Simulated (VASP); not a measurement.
# BaTiO3 (R3m) in VASP: notebook, part 2 of 2

VASP 6.6.1. The steps go on from the part before.

## (4) Electron localisation function, PBE

INCAR reads:

```
SYSTEM = BaTiO3
PREC     = Accurate       ! precision mode
ENCUT    = 520            ! plane-wave cutoff, eV
EDIFF    = 1E-6           ! SCF threshold, eV
ISMEAR   = 0              ! smearing method
SIGMA    = 0.02           ! smearing width, eV
LREAL    = .False.        ! projectors in reciprocal space
LASPH    = .True.         ! aspherical terms in the spheres
NELM     = 60             ! most SCF steps
ALGO     = Normal         ! electronic algorithm
ISIF     = 2              ! what is computed and relaxed
LWAVE    = .False.        ! write WAVECAR
LCHARG   = .True.         ! write CHGCAR
GGA      = PE             ! functional
LELF     = .True.         ! ELF
```

KPOINTS reads:

```
regular mesh
0
Gamma
  7 7 7
  0 0 0
```

POSCAR reads:

```
BaTiO3
1.0
    2.8273666084      1.6323808724      2.3183934932
   -2.8273666084      1.6323808724      2.3183934932
    0.0000000000     -3.2647617449      2.3183934932
Ba Ti O
1 1 3
Direct
    0.0000000000      0.0000000000      0.0000000000
    0.4845000000      0.4845000000      0.4845000000
    0.5086000000      0.0175000000      0.5086000000
    0.0175000000      0.5086000000      0.5086000000
    0.5086000000      0.5086000000      0.0175000000
```

Potentials or basis: VASP PAW PBE potentials, release 64 (Ba_sv, Ti_sv, O).

Run with:

```
$ cat potpaw_PBE.64/Ba_sv/POTCAR potpaw_PBE.64/Ti_sv/POTCAR potpaw_PBE.64/O/POTCAR > POTCAR
$ mpirun -np 1 vasp_std > vasp.out
```

OUTCAR:

```text
SYSTEM = BaTiO3
   PREC = Accurate
   ENCUT = 520
   EDIFF = 1E-6
   ISMEAR = 0
   LREAL = .False.
   LASPH = .True.
   NELM = 60
   ISIF = 2
   GGA = PE

 ion  position               nearest neighbor table
   1  0.000  0.000  0.000-   5 2.79   4 2.79   3 2.79   4 2.83   3 2.83   4 2.83   3 2.83   5 2.83
                             5 2.83   5 2.89   4 2.89   3 2.89   2 3.37   2 3.43   2 3.43   2 3.43
   2  0.484  0.484  0.484-   3 1.87   4 1.87   5 1.87   3 2.14   4 2.14   5 2.14   1 3.37   1 3.43
                             1 3.43   1 3.43   1 3.50   1 3.50   1 3.50   1 3.59
[... 858 lines left out ...]
  -------------------------------------------------------------------------------------
  Total        2.7784479      2.7784479      2.6755215      0.0000000     -0.0000000      0.0000000
  in kB       69.3379226     69.3379226     66.7693279      0.0000000     -0.0000000      0.0000000
  external PRESSURE =      68.4817244 kB  Pullay stress =       0.0000000 kB

 VOLUME and BASIS-vectors are now :
 -----------------------------------------------------------------------------
  energy-cutoff  :      520.00
  volume of cell :       64.20
      direct lattice vectors                 reciprocal lattice vectors
     2.827366608  1.632380872  2.318393493     0.176843002  0.102100355  0.143777721
    -2.827366608  1.632380872  2.318393493    -0.176843002  0.102100355  0.143777721
     0.000000000 -3.264761745  2.318393493     0.000000000 -0.204200710  0.143777721

 POSITION                                       TOTAL-FORCE (eV/Angst)
 -----------------------------------------------------------------------------------
      0.00000      0.00000      0.00000        -0.000000      0.000000     -0.117131
      0.00000     -0.00000      3.36978        -0.000000     -0.000000      0.213395
      1.38852     -0.80166      2.39884         0.134557     -0.077686     -0.032088
     -1.38852     -0.80166      2.39884        -0.134557     -0.077686     -0.032088
      0.00000      1.60332      2.39884        -0.000000      0.155372     -0.032088
 -----------------------------------------------------------------------------------
    total drift:                                0.000000     -0.000001      0.000818

  FREE ENERGIE OF THE ION-ELECTRON SYSTEM (eV)
  ---------------------------------------------------
  free  energy   TOTEN  =       -39.9903001183 eV

  energy  without entropy=      -39.9903001183  energy(sigma->0) =      -39.99030012
```

OSZICAR:

```text
N       E                     dE             d eps       ncg     rms          rms(c)
DAV:   1     0.460014066624E+03    0.46001E+03   -0.21439E+04  2112   0.181E+03
DAV:   2     0.145997666637E+01   -0.45855E+03   -0.45081E+03  2592   0.492E+02
DAV:   3    -0.483842365258E+02   -0.49844E+02   -0.48588E+02  3096   0.149E+02
DAV:   4    -0.504936036790E+02   -0.21094E+01   -0.21083E+01  3008   0.290E+01
DAV:   5    -0.505723323129E+02   -0.78729E-01   -0.78723E-01  2944   0.412E+00    0.239E+01
DAV:   6    -0.400992741971E+02    0.10473E+02   -0.74574E+01  3384   0.801E+01    0.102E+01
DAV:   7    -0.401334903035E+02   -0.34216E-01   -0.12743E+01  2760   0.270E+01    0.692E+00
DAV:   8    -0.399704844044E+02    0.16301E+00   -0.95747E-01  2864   0.974E+00    0.297E+00
DAV:   9    -0.400039542827E+02   -0.33470E-01   -0.25951E-01  2952   0.403E+00    0.122E+00
DAV:  10    -0.399908240946E+02    0.13130E-01   -0.10642E-01  2808   0.356E+00    0.350E-01
DAV:  11    -0.399902937377E+02    0.53036E-03   -0.52823E-03  2728   0.530E-01    0.711E-02
DAV:  12    -0.399904034590E+02   -0.10972E-03   -0.95725E-04  2888   0.229E-01    0.903E-02
DAV:  13    -0.399902981232E+02    0.10534E-03   -0.58512E-04  2800   0.249E-01    0.124E-02
DAV:  14    -0.399903013267E+02   -0.32035E-05   -0.27584E-05  2584   0.531E-02    0.962E-03
DAV:  15    -0.399903002018E+02    0.11249E-05   -0.12448E-05  2856   0.364E-02    0.242E-03
DAV:  16    -0.399903001183E+02    0.83463E-07   -0.51447E-07  1280   0.738E-03
   1 F= -.39990300E+02 E0= -.39990300E+02  d E =-.409607E-21
```

stdout:

```text
POSCAR found type information on POSCAR BaTiO
 POSCAR found :  3 types and       5 ions
 scaLAPACK will be used
 LDA part: xc-table for (Slater+PW92), standard interpolation
 POSCAR, INCAR and KPOINTS ok, starting setup
 FFT: planning ... GRIDC
 FFT: planning ... GRID_SOFT
 FFT: planning ... GRID
 WAVECAR not read
 entering main loop
```

Wall time 39 s (1 thread of Intel Xeon 6975P-C (Granite Rapids), shared host); peak memory 0.21 GiB.

What came out:

```yaml
Free_energy: -39.9903 eV
Pressure: 6.8 GPa
Largest_force: 0.213 eV/Å
Band_gap_on_the_k_mesh: 2.44 eV, indirect (least direct gap 2.78 eV)
```

Forces in eV/Å, atoms in the order of the input:
```
Ba   0.000  0.000 -0.117
Ti   0.000  0.000  0.213
O    0.135 -0.078 -0.032
O   -0.135 -0.078 -0.032
O    0.000  0.155 -0.032
```

Levels at points of the mesh, in eV from the valence-band top:
```csv
k point,band 16,band 17,band 18,band 19,band 20,band 21,band 22,band 23,band 24
"(0.00, 0.00, 0.00)",-1.25,-1.01,-0.48,-0.34,-0.34,2.44,2.44,2.58,4.55
```

Caveat: spin-orbit coupling is left out, which moves the levels of the heavy elements; an odd mesh through Γ misses points on the zone boundary, where band edges often lie.

## (5) Overview

| task | level | cell | k mesh | cutoff (eV) | ladder | gap on the mesh (eV) | pressure (GPa) | largest force (eV/Å) |
| --- | --- | --- | --- | --- | --- | --- | --- | --- |
| relaxation of cell and atoms | r2SCAN | relaxed | 6 × 6 × 6 | 600 | gaps | 2.76 | 0.0 | - |
| atomic charges | PBE | as given | 7 × 7 × 7 | 520 | - | 2.44 | 6.8 | 0.21 |
| electron localisation function | PBE | as given | 7 × 7 × 7 | 520 | - | 2.44 | 6.8 | 0.21 |

Alike in all rows: potentials or basis VASP PAW PBE potentials, release 64 (Ba_sv, Ti_sv, O); no spin polarisation; smearing gaussian 0.02 eV.

Caveats: spin-orbit coupling is left out, which moves the levels of the heavy elements; an odd mesh through Γ misses points on the zone boundary, where band edges often lie (some runs); the PAW data sets were made with another functional, which shifts forces and pressure a little (some runs).

Absolute energies hang on the potentials; compare differences alone.
